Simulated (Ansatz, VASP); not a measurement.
**HgTe: VASP beside Ansatz**

```
Hg Te
1.0
     0.00000    3.21450    3.21450
     3.21450    0.00000    3.21450
     3.21450    3.21450    0.00000
Hg Te
1 1
Direct
  0.00000 0.00000 0.00000
  0.25000 0.25000 0.25000
```

Alike in both runs: task single point; functional PBEsol; k mesh 12 × 12 × 12; occupations gaussian, width 0.1 eV; no spin polarisation.

|  | VASP | Ansatz |
| --- | --- | --- |
| version | VASP 6.6.1 | Ansatz 0.2.0 |
| potentials or method | VASP PAW PBE potentials, release 64 (Hg, Te) | scalar-relativistic, plane waves, PAW |
| plane-wave cutoff (eV) | 520 | 420 |
| valence electrons in the cell | 18 | 36 |

|  | VASP | Ansatz | Ansatz less VASP |
| --- | --- | --- | --- |
| gap on the k mesh at the Fermi level (eV) | none | none | - |
| pressure (GPa) | 1.9 | 1.7 | -0.13 |

A gap of «none» marks a metal or a gap that the smearing closes. With one functional, cell and mesh, what is left measures potentials, basis and numerics. The two sets of potentials don't hold the same shells in valence.

Caveats: the PAW data sets were made with another functional, which shifts forces and pressure a little (VASP). The runs have no spin-orbit coupling, so splittings on Hg, Te are missing.
